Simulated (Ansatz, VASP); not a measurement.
## Two plane-wave programs on BP

The input INCAR:

```
SYSTEM = BP
  ALGO = Normal
  EDIFF = 1E-7
  EDIFFG = -0.04
  ENCUT = 600
  GGA = PE
  IBRION = 2
  ISIF = 3
  ISMEAR = 0
  LASPH = .TRUE.
  LCHARG = .FALSE.
  LREAL = .FALSE.
  LWAVE = .FALSE.
  NELM = 60
  NSW = 90
  PREC = Accurate
  SIGMA = 0.1
```

Contents of KPOINTS:

```
k-points
0
G
  6 6 6
  0 0 0
```

POSCAR

```
BP
1.0
    2.4026611800      1.3871770800      3.0821128000
   -2.4026611800      1.3871770800      3.0821128000
    0.0000000000     -2.7743541600      3.0821128000
B P
2 2
Direct
    0.1133332500      0.1133332500      0.1133332500
    0.8866667500      0.8866667500      0.8866667500
    0.6066355000      0.6066355000      0.6066355000
    0.3933645000      0.3933645000      0.3933645000
```

Input for Ansatz:

```yaml
crystal:
  lattice:
    - [2.40266118, 1.38717708, 3.0821128]
    - [-2.40266118, 1.38717708, 3.0821128]
    - [0.0, -2.77435416, 3.0821128]
  atoms:
    - { symbol: B, position: [0.11333325, 0.11333325, 0.11333325] }
    - { symbol: B, position: [0.88666675, 0.88666675, 0.88666675] }
    - { symbol: P, position: [0.6066355, 0.6066355, 0.6066355] }
    - { symbol: P, position: [0.3933645, 0.3933645, 0.3933645] }
basis:
  ecutwfc: 420
kpoints:
  mp_grid: { grid: [6, 6, 6] }
hamiltonian:
  xc: pbe
scf:
  occupations: { method: gaussian, width: 0.1 }
  lower_state_search: "off"
output:
  forces: true
  stress: true
  eigenvalues: true
relax:
  adjacent_minimum: "off"
  f_tol: 0.04
  max_steps: 70
  cell: { stress_tol: 0.4 }
```

Alike in both runs: task relaxation of cell and atoms; functional PBE; k mesh 6 × 6 × 6; occupations gaussian, width 0.1 eV; no spin polarisation.

|  | VASP | Ansatz |
| --- | --- | --- |
| version | VASP 6.6.1 | Ansatz 0.2.0 |
| potentials or method | VASP PAW PBE potentials, release 64 (B, P) | scalar-relativistic, plane waves, PAW |
| plane-wave cutoff (eV) | 600 | 420 |
| valence electrons in the cell | 16 | 16 |

```csv
,VASP,Ansatz,Ansatz less VASP
"gap on the k mesh at the Fermi level, each at its own relaxed structure (eV)",none,none,-
relaxed volume (Å³/atom),12.73,12.74,+0.012
relaxed cell length with the largest relative difference (Å),3.848,3.850,+0.0018
energy change over the relaxation (meV/atom),-1137,-1136,+0.2
```

A gap of «none» marks a metal or a gap that the smearing closes.

Caveats: the volume moved by over 15 % at a fixed basis, so the end points are rough (VASP).
